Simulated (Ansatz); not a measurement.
**Iridium, fcc under BLYP: from relaxation to bulk modulus**

What does BLYP give for iridium in the fcc structure? We relax it, solve it on a dense k-mesh, switch on spin-orbit coupling, then scale the cell to 7 volumes from 88 to 112 % of the relaxed one and try a fit of the equation of state. The k-meshes are 14×14×14 for the relaxation; 22×22×22 for the dense run; 14×14×14 for spin-orbit coupling; 22×22×22 for the volumes. It starts from a deposited cell (COD).

Computed with Ansatz 0.2.0 (DFT BLYP, plane waves (420 eV) with PAW, scalar-relativistic; PAW files made under PBE, frozen cores solved again for the functional, unless a step says otherwise).

**1. The starting structure**

It takes space group Fm-3m (No. 225, cubic). The conventional cell has a = 3.839 Å, b = 3.839 Å, c = 3.839 Å, α = 90.00°, β = 90.00°, γ = 90.00°. Ir (site symmetry m-3m) is surrounded by 12 Ir at 2.71 Å.

Coordinates:

```
Ir
1.0
     0.00000    1.91970    1.91970
     1.91970    0.00000    1.91970
     1.91970    1.91970    0.00000
Ir
1
Direct
  0.00000 0.00000 0.00000
```

**2. Relaxation of the cell**

Input file input.yaml:

```yaml
crystal:
  lattice:
    - [0.0, 1.9197, 1.9197]
    - [1.9197, 0.0, 1.9197]
    - [1.9197, 1.9197, 0.0]
  atoms:
    - { symbol: Ir, position: [0.0, 0.0, 0.0] }
hamiltonian:
  xc: blyp
  pseudopotentials:
    kind: paw
    azcp:
      Ir: "pseudopotentials/Ir.paw.azcp"
basis:
  ecutwfc: 420
  fft_grid_basis: typed
kpoints:
  mp_grid: { grid: [14, 14, 14], shift: [0, 0, 0] }
magnetization:
  spin_polarized: false
scf:
  occupations: { method: fermi_dirac, width: 0.1 }
relax:
  max_steps: 60
  f_tol: 0.01
  cell: {}
```

What it wrote:

```text
Engine: ansatz 0.2.0, x86_64-unknown-linux-gnu
Pseudopotentials: kind: paw
Pseudopotential: Ir, paw, valence charge 17, recommended cutoff 420 eV (normal), <dir>
Functional definition: BLYP
  parameter beta = 0.0042
  parameter a = 0.04918
  parameter b = 0.132
  parameter c = 0.2533
  parameter d = 0.349
  exchange = b88_x(beta = beta)
  correlation = lyp_c(a = a, b = b, c = c, d = d)
Crystal: 1 atoms, lattice volume = 14.149 Å³
Basis set: ecut = 420 eV, 283 PW (Γ), exchange–correlation on 40×40×40 points (8 copies of the dense FFT grid, shifted against one another)
Bands: 13, of which v1, the nominal top of the filled ones, is band 9 counted from 1 (8 counted from 0)
Symmetry: 48 space group operations
Space group: Fm-3m (ITA 225), of the structure as read, at distance tolerance 2.4e-5 Å
k-points: 104 of 2744
Non-local potential: Ir, projectors of the file, l = 0: 3, l = 1: 2, l = 2: 2, l = 3: 1
PAW form: soft (Blöchl's): semilocal exchange-correlation on the pseudo side does not see the compensation charge
PAW frozen core: Ir, regenerated for the run's functional, and the local potential with it (the file was generated under x = pbe(κ = 0.804, μ = 0.2195149727645171), c = pbe(β = 0.06672455060314922))
PAW one-centre angular grid: Ir, 590 points (default); XC on 64 Gauss nodes
Initial density: superposition of atomic densities (neutral atoms: chi_scale 0, normalization atom), corrected by the library's trained network
Initial wavefunctions: pseudopotential atomic-orbital guess
Functional: x = b88, c = lyp
SCF iter   1: F=—  HF=-11960.654753 eV  |F-HF|=—  |Δ(HF+E_count)|=         —  Δρ=1.40e-2  dr2=2.62e-2  ethr=1.77e-3  ⟨swp⟩=5.0  Hψ=7015  notcnv=0
preconditioner: auto → none  [metal: Δε(μ)=0.048 eV  Ē_g=14.383 eV  σ=0.100 eV  W_gap=0.12  n_scr=0 (ndim 8)  ℏωp=29.6 eV  f_vac=0.000  D(μ)=1.10/eV (n_scr^D=14)]
SCF iter   2: F=—  HF=-11960.647833 eV  |F-HF|=—  |Δ(HF+E_count)|=   6.92e-3  Δρ=4.30e-3  dr2=8.23e-4  ethr=1.54e-4  ⟨swp⟩=2.5  Hψ=2777  notcnv=0
SCF iter   3: F=—  HF=-11960.648033 eV  |F-HF|=—  |Δ(HF+E_count)|=   2.00e-4  Δρ=1.97e-3  dr2=1.76e-4  ethr=4.84e-6  ⟨swp⟩=2.1  Hψ=2272  notcnv=0
SCF iter   4: F=—  HF=-11960.648150 eV  |F-HF|=—  |Δ(HF+E_count)|=   1.17e-4  Δρ=5.29e-4  dr2=1.27e-5  ethr=1.04e-6  ⟨swp⟩=2.0  Hψ=1739  notcnv=0
SCF iter   5: F=—  HF=-11960.648167 eV  |F-HF|=—  |Δ(HF+E_count)|=   1.68e-5  Δρ=6.48e-5  dr2=1.77e-7  ethr=7.45e-8  ⟨swp⟩=2.8  Hψ=2222  notcnv=0
SCF iter   6: F=-11960.648167 eV  HF=-11960.648167 eV  |F-HF|=6.53e-10  |Δ(HF+E_count)|=   1.86e-7  Δρ=3.97e-6  dr2=5.77e-10  ethr=5.88e-10  ⟨swp⟩=4.0  Hψ=4061  notcnv=0
SCF 1 converged in 6 iterations: F = -11960.648167 eV  dr2 = 5.77e-10
relax step   1: F+E_penalty+E_count = -11960.64816714 eV  Δ(F+E_penalty+E_count) = +0.000e0 eV  max|allowed force component| = 0.000e0 eV/Å  Δτ_max = 0.0000 Å  P = +26.854 GPa  Ω = 14.149 Å³  (6 SCF iters, dr2 threshold 1.00e-7 eV, accepted)
Crystal: 1 atoms, lattice volume = 16.321 Å³
Basis set: ecut = 420 eV, 331 PW (Γ), exchange–correlation on 40×40×40 points (8 copies of the dense FFT grid, shifted against one another)
Initial density: handed on by an earlier stage of this run
Initial wavefunctions: those handed on with the density
iter 1 solved again at ethr=2.26e-5 eV; its pass at ethr=3.10e-3 eV (dr2=3.83e-3 eV) is discarded
SCF iter   1: F=—  HF=-11960.675439 eV  |F-HF|=—  |Δ(HF+E_count)|=         —  Δρ=6.08e-3  dr2=3.94e-3  ethr=2.26e-5  ⟨swp⟩=1.0  Hψ=9254  notcnv=0
preconditioner: auto → none  [metal: Δε(μ)=0.018 eV  Ē_g=12.745 eV  σ=0.100 eV  W_gap=0.05  n_scr=8 (ndim 8)  ℏωp=27.6 eV  f_vac=0.000  D(μ)=1.32/eV (n_scr^D=14)]
SCF iter   2: F=—  HF=-11960.675229 eV  |F-HF|=—  |Δ(HF+E_count)|=   2.10e-4  Δρ=2.61e-3  dr2=3.42e-4  ethr=2.26e-5  ⟨swp⟩=2.0  Hψ=1833  notcnv=0
SCF iter   3: F=—  HF=-11960.675426 eV  |F-HF|=—  |Δ(HF+E_count)|=   1.97e-4  Δρ=1.20e-3  dr2=6.90e-5  ethr=2.01e-6  ⟨swp⟩=2.2  Hψ=2163  notcnv=0
SCF iter   4: F=—  HF=-11960.675517 eV  |F-HF|=—  |Δ(HF+E_count)|=   9.08e-5  Δρ=7.65e-5  dr2=3.96e-7  ethr=4.06e-7  ⟨swp⟩=2.3  Hψ=1661  notcnv=0
SCF iter   5: F=-11960.675517 eV  HF=-11960.675517 eV  |F-HF|=1.51e-10  |Δ(HF+E_count)|=   4.26e-7  Δρ=8.45e-6  dr2=4.46e-9  ethr=5.88e-10  ⟨swp⟩=4.0  Hψ=4109  notcnv=0
SCF 2 converged in 5 iterations: F = -11960.675517 eV  dr2 = 4.46e-9
relax step   2: F+E_penalty+E_count = -11960.67551699 eV  Δ(F+E_penalty+E_count) = -2.735e-2 eV  max|allowed force component| = 0.000e0 eV/Å  Δτ_max = 0.0000 Å  P = -16.461 GPa  Ω = 16.321 Å³  energy of the carried Pulay correction = -9.046e-4 eV  (5 SCF iters, dr2 threshold 1.00e-7 eV, accepted)
Crystal: 1 atoms, lattice volume = 15.421 Å³
Basis set: ecut = 420 eV, 307 PW (Γ), exchange–correlation on 40×40×40 points (8 copies of the dense FFT grid, shifted against one another)
iter 1 solved again at ethr=5.16e-6 eV; its pass at ethr=3.10e-3 eV (dr2=8.77e-4 eV) is discarded
SCF iter   1: F=—  HF=-11960.732680 eV  |F-HF|=—  |Δ(HF+E_count)|=         —  Δρ=2.68e-3  dr2=7.71e-4  ethr=5.16e-6  ⟨swp⟩=1.0  Hψ=9701  notcnv=0
preconditioner: auto → none  [metal: Δε(μ)=0.037 eV  Ē_g=13.350 eV  σ=0.100 eV  W_gap=0.09  n_scr=8 (ndim 8)  ℏωp=28.4 eV  f_vac=0.000  D(μ)=1.21/eV (n_scr^D=14)]
SCF iter   2: F=—  HF=-11960.732559 eV  |F-HF|=—  |Δ(HF+E_count)|=   1.20e-4  Δρ=1.03e-3  dr2=4.72e-5  ethr=4.54e-6  ⟨swp⟩=2.0  Hψ=1823  notcnv=0
SCF iter   3: F=—  HF=-11960.732580 eV  |F-HF|=—  |Δ(HF+E_count)|=   2.07e-5  Δρ=4.91e-4  dr2=9.93e-6  ethr=2.78e-7  ⟨swp⟩=2.0  Hψ=2116  notcnv=0
SCF iter   4: F=—  HF=-11960.732590 eV  |F-HF|=—  |Δ(HF+E_count)|=   1.03e-5  Δρ=1.21e-4  dr2=6.03e-7  ethr=5.84e-8  ⟨swp⟩=2.0  Hψ=1472  notcnv=0
SCF iter   5: F=-11960.732591 eV  HF=-11960.732591 eV  |F-HF|=9.05e-9  |Δ(HF+E_count)|=   6.94e-7  Δρ=1.39e-5  dr2=7.82e-9  ethr=5.88e-10  ⟨swp⟩=4.0  Hψ=4073  notcnv=0
SCF 3 converged in 5 iterations: F = -11960.732591 eV  dr2 = 7.82e-9
relax step   3: F+E_penalty+E_count = -11960.73259094 eV  Δ(F+E_penalty+E_count) = -5.707e-2 eV  max|allowed force component| = 0.000e0 eV/Å  Δτ_max = 0.0000 Å  P = -2.929 GPa  Ω = 15.421 Å³  energy of the carried Pulay correction = -5.460e-4 eV  (5 SCF iters, dr2 threshold 1.00e-7 eV, accepted)
Crystal: 1 atoms, lattice volume = 15.240 Å³
iter 1 solved again at ethr=1.33e-7 eV; its pass at ethr=3.10e-3 eV (dr2=2.26e-5 eV) is discarded
SCF iter   1: F=—  HF=-11960.734094 eV  |F-HF|=—  |Δ(HF+E_count)|=         —  Δρ=5.26e-4  dr2=2.64e-5  ethr=1.33e-7  ⟨swp⟩=2.0  Hψ=8936  notcnv=0
preconditioner: auto → none  [metal: Δε(μ)=0.038 eV  Ē_g=13.488 eV  σ=0.100 eV  W_gap=0.09  n_scr=8 (ndim 8)  ℏωp=28.5 eV  f_vac=0.000  D(μ)=1.20/eV (n_scr^D=14)]
SCF iter   2: F=—  HF=-11960.734092 eV  |F-HF|=—  |Δ(HF+E_count)|=   1.74e-6  Δρ=2.21e-4  dr2=2.09e-6  ethr=1.33e-7  ⟨swp⟩=2.0  Hψ=1842  notcnv=0
SCF iter   3: F=—  HF=-11960.734094 eV  |F-HF|=—  |Δ(HF+E_count)|=   1.36e-6  Δρ=1.02e-4  dr2=4.30e-7  ethr=1.23e-8  ⟨swp⟩=2.0  Hψ=2046  notcnv=0
SCF iter   4: F=-11960.734094 eV  HF=-11960.734094 eV  |F-HF|=1.40e-9  |Δ(HF+E_count)|=   5.30e-7  Δρ=5.88e-6  dr2=2.07e-9  ethr=5.88e-10  ⟨swp⟩=4.0  Hψ=4062  notcnv=0
SCF 4 converged in 4 iterations: F = -11960.734094 eV  dr2 = 2.07e-9
relax step   4: F+E_penalty+E_count = -11960.73409426 eV  Δ(F+E_penalty+E_count) = -1.503e-3 eV  max|allowed force component| = 0.000e0 eV/Å  Δτ_max = 0.0000 Å  P = +0.452 GPa  Ω = 15.240 Å³  energy of the carried Pulay correction = -4.709e-4 eV  (4 SCF iters, dr2 threshold 1.00e-7 eV, accepted)
Crystal: 1 atoms, lattice volume = 15.264 Å³
iter 1 solved again at ethr=1.93e-9 eV; its pass at ethr=3.10e-3 eV (dr2=3.28e-7 eV) is discarded
SCF iter   1: F=—  HF=-11960.734117 eV  |F-HF|=—  |Δ(HF+E_count)|=         —  Δρ=6.69e-5  dr2=4.51e-7  ethr=1.93e-9  ⟨swp⟩=2.1  Hψ=8641  notcnv=0
preconditioner: auto → none  [metal: Δε(μ)=0.037 eV  Ē_g=13.471 eV  σ=0.100 eV  W_gap=0.09  n_scr=8 (ndim 8)  ℏωp=28.5 eV  f_vac=0.000  D(μ)=1.20/eV (n_scr^D=14)]
SCF iter   2: F=-11960.734117 eV  HF=-11960.734117 eV  |F-HF|=2.07e-8  |Δ(HF+E_count)|=   2.11e-9  Δρ=2.74e-5  dr2=3.19e-8  ethr=5.88e-10  ⟨swp⟩=2.2  Hψ=4540  notcnv=0
SCF 5 converged in 2 iterations: F = -11960.734117 eV  dr2 = 3.19e-8
relax step   5: F+E_penalty+E_count = -11960.73411737 eV  Δ(F+E_penalty+E_count) = -2.311e-5 eV  max|allowed force component| = 0.000e0 eV/Å  Δτ_max = 0.0000 Å  P = -0.010 GPa  Ω = 15.264 Å³  energy of the carried Pulay correction = -4.809e-4 eV  (2 SCF iters, dr2 threshold 1.00e-7 eV, accepted)
Initial wavefunctions: pseudopotential atomic-orbital guess (no wavefunctions were taken with the density)
iter 1 solved again at ethr=2.88e-8 eV; its pass at ethr=3.10e-3 eV (dr2=4.90e-6 eV) is discarded
SCF iter   1: F=—  HF=-11960.734403 eV  |F-HF|=—  |Δ(HF+E_count)|=         —  Δρ=4.86e-4  dr2=1.40e-6  ethr=2.88e-8  ⟨swp⟩=3.0  Hψ=10425  notcnv=0
SCF iter   2: F=—  HF=-11960.734513 eV  |F-HF|=—  |Δ(HF+E_count)|=   1.09e-4  Δρ=2.42e-4  dr2=3.28e-7  ethr=8.25e-9  ⟨swp⟩=1.0  Hψ=1352  notcnv=0
SCF iter   3: F=—  HF=-11960.734549 eV  |F-HF|=—  |Δ(HF+E_count)|=   3.67e-5  Δρ=1.60e-5  dr2=2.30e-8  ethr=1.93e-9  ⟨swp⟩=2.0  Hψ=2216  notcnv=0
SCF iter   4: F=—  HF=-11960.734549 eV  |F-HF|=—  |Δ(HF+E_count)|=   6.13e-8  Δρ=3.85e-6  dr2=2.26e-10  ethr=1.35e-10  ⟨swp⟩=2.4  Hψ=2010  notcnv=0
SCF iter   5: F=-11960.734549 eV  HF=-11960.734549 eV  |F-HF|=2.73e-11  |Δ(HF+E_count)|=   7.01e-9  Δρ=2.81e-7  dr2=2.85e-12  ethr=1.00e-12  ⟨swp⟩=3.4  Hψ=5865  notcnv=0
SCF 6 converged in 5 iterations: F = -11960.734549 eV  dr2 = 2.85e-12
relax step   6: F+E_penalty+E_count = -11960.73454937 eV  Δ(F+E_penalty+E_count) = -4.320e-4 eV  max|allowed force component| = 0.000e0 eV/Å  Δτ_max = 0.0000 Å  P = -0.009 GPa  Ω = 15.264 Å³  stress off target by 8.98e-3 GPa  SCF on the basis re-selected at this cell (its energy is not comparable with the rows above)  (5 SCF iters)
basis re-selected at this cell: Δ(F+E_penalty+E_count) = -4.320e-4 eV, ΔP = +0.001 GPa vs the last step (what re-selecting the basis moved, of the pressure what is left beyond the Pulay correction that the steps carried, after the strain that the cell walked since its last selection, with what the two solves' SCF thresholds leave and, on support functions, any second-order correction that the steps lacked; it is no measure of the basis error at this ecutwfc). This SCF's stress stands 8.98e-3 GPa from its target on what of the cell is left free (relax.cell.stress_tol is 5.00e-2 GPa) and its largest allowed force component is 0.00e0 eV/Å (relax.f_tol is 1.00e-2 eV/Å): within both
SCF converged after 5 iterations
Free energy (F): -11960.734549 eV
Harris-Foulkes:  -11960.734549 eV  (|F-HF|=2.73e-11)
Internal energy: -11960.695871 eV  (E = F + TS)
E sigma→0 (E₀):  -11960.715210 eV
Entropy (-TS):   -0.038678 eV (-38.678 meV/atom)
Fermi energy:    23.888958 eV
--- Per-component energies (eV) ---
  E_band       = -107.693222
  E_kinetic    = 621.941061
  E_local      = -1154.168753  (includes V_loc(G=0)·N_el)
  E_nonlocal   = 71.794341
  E_hartree    = 438.528197
  E_xc         = -263.324666
  E_vxc        = -293.706963  (∫ρ·V_xc dr)
  E_paw        = -9252.886361  (= ΣΔE_a)
  E_vpaw       = -230.609283  (= ΣTr[D̂ρ^β])
  E_aug_tail   = 0.000040  (compensation charges beyond the density's cutoff)
  E_ewald      = -2422.729881
  E_core_change = 0.150151  (= ΣΔE_core)
  E_smearing   = -0.038678  (= −TS)
  E_closure    = 0.000000  (closes the sum)
  Σ components = -11960.734549   (vs F -11960.734549, Δ=0.00e0)
--- Forces (eV/Å), atoms counted from 1 ---
  atom   1  Ir    -0.00000000     0.00000000     0.00000000
  max |Σ_I F_I| component: 4.15e-32 eV/Å
--- Stress (GPa, compression-positive) ---
       -0.008976      -0.000000      -0.000000
       -0.000000      -0.008976      -0.000000
       -0.000000      -0.000000      -0.008976
  P = ⅓ Tr σ = -0.0090 GPa (-0.090 kbar)
--- Relaxed structure (5 steps of the walk, 5 accepted, 1 SCFs on fresh bases) ---
  F+E_penalty+E_count = -11960.73454937 eV   max|allowed force component| = 0.000e0 eV/Å   (the final SCF, on the basis selected at the relaxed cell)
  cell:  # Å, volume = 15.2638 Å³
    - [-1.818410912237115e-33, 1.9688422974547028, 1.9688422974547028]
    - [1.9688422974547028, 8.319788947212496e-35, 1.9688422974547028]
    - [1.9688422974547028, 1.9688422974547028, -8.658151696521801e-34]
  atoms:
    - { symbol: Ir, position: [0.0, 0.0, 0.0] }
```

Run time: 8.2 s. Hardware: 1 thread of an x86-64 CPU, shared host; peak memory 0.51 GiB.

The walk, from the log:

| step | energy change (meV/atom) | largest force (eV/Å) | pressure (GPa) | volume (Å³/atom) |
| --- | --- | --- | --- | --- |
| 1 | 0.00 | 0.0000 | 26.85 | 14.149 |
| 2 | -27.35 | 0.0000 | -16.46 | 16.321 |
| 3 | -84.42 | 0.0000 | -2.93 | 15.421 |
| 4 | -85.93 | 0.0000 | 0.45 | 15.240 |
| 5 | -85.95 | 0.0000 | -0.01 | 15.264 |
| 6 | -86.38 | 0.0000 | -0.01 | 15.264 |

Steps that repeat a cell are solved on a basis chosen anew, so their changes of energy are no gain of the relaxation.

The cell of the run, before and after:

|  | before | after | change |
| --- | --- | --- | --- |
| a (Å) | 2.715 | 2.784 | +2.6 % |
| b (Å) | 2.715 | 2.784 | +2.6 % |
| c (Å) | 2.715 | 2.784 | +2.6 % |
| volume (Å³/atom) | 14.149 | 15.264 | +7.9 % |
| shortest distance (Å) | 2.715 | 2.784 | +2.6 % |
| space group (spins left aside) | Fm-3m | Fm-3m | same |

**3. The energy on a finer k-mesh**

Input file input.yaml:

```yaml
crystal:
  lattice:
    - [0.0, 1.9688422975, 1.9688422975]
    - [1.9688422975, 0.0, 1.9688422975]
    - [1.9688422975, 1.9688422975, 0.0]
  atoms:
    - { symbol: Ir, position: [0.0, 0.0, 0.0] }
hamiltonian:
  xc: blyp
  pseudopotentials:
    kind: paw
    azcp:
      Ir: "pseudopotentials/Ir.paw.azcp"
basis:
  ecutwfc: 420
  fft_grid_basis: typed
kpoints:
  mp_grid: { grid: [22, 22, 22], shift: [0, 0, 0] }
magnetization:
  spin_polarized: false
scf:
  occupations: { method: fermi_dirac, width: 0.1 }
```

What it wrote, shortened:

```text
[...]
[... 3 set-up lines as earlier in the session ...]
[...]
Crystal: 1 atoms, lattice volume = 15.264 Å³
Basis set: ecut = 420 eV, 307 PW (Γ), exchange–correlation on 40×40×40 points (8 copies of the dense FFT grid, shifted against one another)
Bands: 13, of which v1, the nominal top of the filled ones, is band 9 counted from 1 (8 counted from 0)
[... 1 set-up line as earlier in the session ...]
Space group: Fm-3m (ITA 225), of the structure as read, at distance tolerance 2.5e-5 Å
k-points: 328 of 10648
[...]
SCF iter   1: F=—  HF=-11960.742975 eV  |F-HF|=—  |Δ(HF+E_count)|=         —  Δρ=1.23e-2  dr2=2.27e-2  ethr=1.77e-3  ⟨swp⟩=5.0  Hψ=22194  notcnv=0
[...]
SCF iter   6: F=-11960.737942 eV  HF=-11960.737942 eV  |F-HF|=8.00e-11  |Δ(HF+E_count)|=   1.98e-9  Δρ=9.39e-7  dr2=1.06e-10  ethr=4.96e-12  ⟨swp⟩=1.0  Hψ=12682  notcnv=0
[...]
SCF converged after 6 iterations
Free energy (F): -11960.737942 eV
[...]
E sigma→0 (E₀):  -11960.719358 eV
Entropy (-TS):   -0.037167 eV (-37.167 meV/atom)
Fermi energy:    23.922961 eV
[...]
```

Wall time 4.8 s (1 thread of an x86-64 CPU, shared host); peak memory 0.54 GiB.

**4. With spin-orbit coupling**

input.yaml, as its differences from that of step 3:

```diff
@@ -10,3 +10,3 @@
   pseudopotentials:
-    kind: paw
+    kind: paw_fr
     azcp:
@@ -17,5 +17,6 @@
 kpoints:
-  mp_grid: { grid: [22, 22, 22], shift: [0, 0, 0] }
+  mp_grid: { grid: [14, 14, 14], shift: [0, 0, 0] }
 magnetization:
-  spin_polarized: false
+  noncollinear: true
+  spin_orbit: true
 scf:
```

What it wrote, shortened:

```text
[...]
Pseudopotentials: kind: paw_fr
Pseudopotential: Ir, paw_fr, valence charge 17, recommended cutoff 420 eV (normal), <dir>
[... 1 set-up line as earlier in the session ...]
[...]
non-collinear run that drives no moment, with spin-orbit: no starting moment large enough to seed its density (crystal.atoms[].spin), no starting occupations that ask for one, no magnetisation constraint and no magnetic field, so the semilocal B_xc is pinned to zero
Crystal: 1 atoms, lattice volume = 15.264 Å³
Basis set: ecut = 420 eV, 307 PW (Γ), exchange–correlation on 40×40×40 points (8 copies of the dense FFT grid, shifted against one another)
Bands: 26, of which v1, the nominal top of the filled ones, is band 17 counted from 1 (16 counted from 0)
Symmetry: 48 space group operations + 48 with time reversal
Magnetic group: BNS 225.117 (UNI 1619), of the structure as read, at distance tolerance 2.5e-5 Å
k-points: 104 of 2744
Projection manifold: j_resolved (fully-relativistic pseudo-atomic orbitals)
[...]
SCF iter   1: F=—  HF=-11993.030105 eV  |F-HF|=—  |Δ(HF+E_count)|=         —  Δρ=3.64e-2  dr2=1.15e-1  dr2_m=0.00e0 (ungated)  ethr=3.10e-3  |M|=0.00e0 ∫|m|=0.00e0 μB  |m|>n=0.0e0 m-floor=0.0e0 τ_xc=0.0e0  β_m=0.30  ⟨swp⟩=5.9  Hψ=6301  notcnv=0  defer=78
[...]
SCF iter   6: F=-11993.000518 eV  HF=-11993.000518 eV  |F-HF|=2.20e-9  |Δ(HF+E_count)|=   1.87e-8  Δρ=6.46e-6  dr2=1.99e-9  dr2_m=0.00e0 (ungated)  ethr=5.88e-10  |M|=0.00e0 ∫|m|=0.00e0 μB  |m|>n=0.0e0 m-floor=0.0e0 τ_xc=0.0e0  ⟨swp⟩=2.0  Hψ=2669  notcnv=0
[...]
SCF converged after 6 iterations
Magnetization: |M| = 0.0000 μB,  M = (+0.0000, +0.0000, +0.0000) μB
Absolute magnetization: 0.0000 μB (∫|m|)
  site 0: m = (+0.0000, +0.0000, +0.0000) μB, |m| = 0.0000 μB  (R = 1.15 Å)
Free energy (F): -11993.000518 eV
[...]
E sigma→0 (E₀):  -11992.981741 eV
Entropy (-TS):   -0.037555 eV (-37.555 meV/atom)
Fermi energy:    23.957011 eV
[...]
```

Wall time 6.3 s (1 thread of an x86-64 CPU, shared host); peak memory 0.5 GiB.

With and without spin-orbit coupling:

|  | scalar-relativistic | with spin-orbit coupling |
| --- | --- | --- |
| k-mesh | 22×22×22 | 14×14×14 |
| gap on the mesh | none (levels filled in part) | none (levels filled in part) |

The meshes differ, so small differences between the columns need not come from spin-orbit coupling.

**5. At 88 % of the relaxed volume**

Input file input.yaml:

```yaml
crystal:
  lattice:
    - [0.0, 1.8867100159, 1.8867100159]
    - [1.8867100159, 0.0, 1.8867100159]
    - [1.8867100159, 1.8867100159, 0.0]
  atoms:
    - { symbol: Ir, position: [0.0, 0.0, 0.0] }
hamiltonian:
  xc: blyp
  pseudopotentials:
    kind: paw
    azcp:
      Ir: "pseudopotentials/Ir.paw.azcp"
basis:
  ecutwfc: 420
  fft_grid_basis: typed
kpoints:
  mp_grid: { grid: [22, 22, 22], shift: [0, 0, 0] }
magnetization:
  spin_polarized: false
scf:
  occupations: { method: fermi_dirac, width: 0.1 }
output:
  stress: true
```

What it wrote, shortened:

```text
[...]
[... 3 set-up lines as earlier in the session ...]
[...]
Crystal: 1 atoms, lattice volume = 13.432 Å³
Basis set: ecut = 420 eV, 259 PW (Γ), exchange–correlation on 36×36×36 points (8 copies of the dense FFT grid, shifted against one another)
Bands: 13, of which v1, the nominal top of the filled ones, is band 9 counted from 1 (8 counted from 0)
[... 2 set-up lines as earlier in the session ...]
k-points: 328 of 10648
[...]
SCF iter   1: F=—  HF=-11960.486877 eV  |F-HF|=—  |Δ(HF+E_count)|=         —  Δρ=1.51e-2  dr2=2.81e-2  ethr=1.77e-3  ⟨swp⟩=5.0  Hψ=22112  notcnv=0
[...]
SCF iter   6: F=-11960.479331 eV  HF=-11960.479331 eV  |F-HF|=1.40e-10  |Δ(HF+E_count)|=  7.26e-10  Δρ=1.68e-6  dr2=6.17e-11  ethr=1.76e-11  ⟨swp⟩=1.0  Hψ=12787  notcnv=0
[...]
SCF converged after 6 iterations
Free energy (F): -11960.479331 eV
[...]
E sigma→0 (E₀):  -11960.464107 eV
Entropy (-TS):   -0.030447 eV (-30.447 meV/atom)
Fermi energy:    28.034073 eV
[...]
--- Stress (GPa, compression-positive) ---
       51.625163      -0.000000       0.000000
        0.000000      51.625163      -0.000000
        0.000000       0.000000      51.625163
  P = ⅓ Tr σ = 51.6252 GPa (516.252 kbar)
```

It took 5.2 s on 1 thread of an x86-64 CPU, shared host; peak memory 0.54 GiB.

**6. At 92 % of the relaxed volume**

input.yaml, as its differences from that of step 5:

```diff
@@ -2,5 +2,5 @@
   lattice:
-    - [0.0, 1.8867100159, 1.8867100159]
-    - [1.8867100159, 0.0, 1.8867100159]
-    - [1.8867100159, 1.8867100159, 0.0]
+    - [0.0, 1.9148740191, 1.9148740191]
+    - [1.9148740191, 0.0, 1.9148740191]
+    - [1.9148740191, 1.9148740191, 0.0]
   atoms:
```

What it wrote, shortened:

```text
[...]
[... 3 set-up lines as earlier in the session ...]
[...]
Crystal: 1 atoms, lattice volume = 14.043 Å³
Basis set: ecut = 420 eV, 283 PW (Γ), exchange–correlation on 40×40×40 points (8 copies of the dense FFT grid, shifted against one another)
Bands: 13, of which v1, the nominal top of the filled ones, is band 9 counted from 1 (8 counted from 0)
[... 2 set-up lines as earlier in the session ...]
k-points: 328 of 10648
[...]
SCF iter   1: F=—  HF=-11960.640035 eV  |F-HF|=—  |Δ(HF+E_count)|=         —  Δρ=1.42e-2  dr2=2.67e-2  ethr=1.77e-3  ⟨swp⟩=5.0  Hψ=22164  notcnv=0
[...]
SCF iter   6: F=-11960.633218 eV  HF=-11960.633218 eV  |F-HF|=1.46e-11  |Δ(HF+E_count)|=   2.16e-8  Δρ=1.17e-6  dr2=6.57e-11  ethr=6.18e-11  ⟨swp⟩=1.9  Hψ=13272  notcnv=0
[...]
SCF converged after 6 iterations
Free energy (F): -11960.633218 eV
[...]
E sigma→0 (E₀):  -11960.616927 eV
Entropy (-TS):   -0.032581 eV (-32.581 meV/atom)
Fermi energy:    26.546756 eV
[...]
--- Stress (GPa, compression-positive) ---
       30.022214       0.000000       0.000000
        0.000000      30.022214      -0.000000
        0.000000      -0.000000      30.022214
  P = ⅓ Tr σ = 30.0222 GPa (300.222 kbar)
```

It took 6.2 s on 1 thread of an x86-64 CPU, shared host; peak memory 0.54 GiB.

[end of part 1 of 2]
